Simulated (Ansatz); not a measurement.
The system is SiGe.

```
Ge Si
1.0
     3.90445    0.00000    0.00000
    -1.95223    3.38135    0.00000
     0.00000    0.00000    6.45078
Ge Si
2 2
Direct
  0.33333 0.66667 0.00039
  0.66667 0.33333 0.50039
  0.33333 0.66667 0.37461
  0.66667 0.33333 0.87461
```

The cell comes from a database or a generator and needn't be the stable form of this composition.

Base run:

- Program: Ansatz 0.2.0
- Functional: r2SCAN
- Potentials or basis: Ansatz PAW
- Cutoff: 500 eV (not typed: the program's choice for these potentials)
- k mesh: 8 × 8 × 4
- Occupations: fermi-dirac, width 0.05 eV
- Spin: no spin polarisation

Its results: band gap on the k mesh 0.66 eV, indirect (least direct gap 0.78 eV); pressure 0.0 GPa; largest force 0.016 eV/Å.

**Question.** The run is repeated on the same cell with these changes: functional from r2SCAN to LDA; cutoff from 500 eV (not typed: the program's choice for these potentials) to 420 eV (not typed: the program's choice for these potentials). What comes out?

**Answer.** Band gap on the k mesh 0.35 eV, direct; pressure -2.1 GPa; largest force 0.003 eV/Å.

r2SCAN gives the wider gap, since meta-GGAs in the generalised Kohn-Sham scheme recover part of the derivative discontinuity.

Caveats: the PAW data sets come from PBE, with cores solved anew for the run's functional, which leaves a small shift of forces and pressure.
